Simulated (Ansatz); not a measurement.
A surface is cut from this relaxed crystal of WC:

Space group P-6m2 (No. 187). a = 2.922 Å, b = 2.922 Å, c = 2.847 Å, α = 90.00°, β = 90.00°, γ = 120.00°
```json
{"atom": "W", "site": "1a", "symmetry": "-6m2", "x": "0.0000", "y": "0.0000", "z": "0.0000"}
{"atom": "C", "site": "1f", "symmetry": "-6m2", "x": "0.6667", "y": "0.3333", "z": "0.5000"}
```

Miller indices refer to the conventional cell of P-6m2 (No. 187), a = 2.922 Å, b = 2.922 Å, c = 2.847 Å, α = 90.00°, β = 90.00°, γ = 120.00°.

The (001) slab of 7 planes, 8.5 Å thick with 15 Å of vacuum as cut; outer planes W (top) and W (bottom).

The calculation used DFT PBE, scalar-relativistic, plane waves, PAW in Ansatz 0.2.0. Cutoff 420 eV; k points 12×12×1 on the computed 7-atom cell (Γ-centred); Gaussian smearing, width 0.10 eV; no spin polarisation. The cell repeats along c with a dipole correction in the vacuum.

The slab isn't stoichiometric (W4C3), so its surface energy depends on the chemical potentials; it is given with the excess atoms taken from the element's standard state, a limit at which the compound may itself be unstable, so the figure can be too low. The work function read from the bulk's Fermi level differs by 0.37 eV, so the slab's middle doesn't match the bulk reference (too thin, or relaxed to another structure or magnetic state).

Results for the relaxed slab:

| Quantity | Value |
| --- | --- |
| Surface energy with the excess atoms taken from the elements | 3.36 J/m² |
| Work function | 4.91 eV |

Relaxation lowers the energy by 0.074 J/m² a face; the largest move is 0.046 Å.

```csv
plane (bottom to top),atoms,"spacing to next, bulk (Å)",relaxed (Å),change (%)
1,W,1.424,1.358,-4.6
2,C,1.424,1.442,+1.3
3,W,1.424,1.425,+0.1
4,C,1.424,1.425,+0.1
5,W,1.424,1.442,+1.3
6,C,1.424,1.358,-4.6
7,W,,,
```

Spin-orbit coupling is left out, which matters for the bands of heavy elements.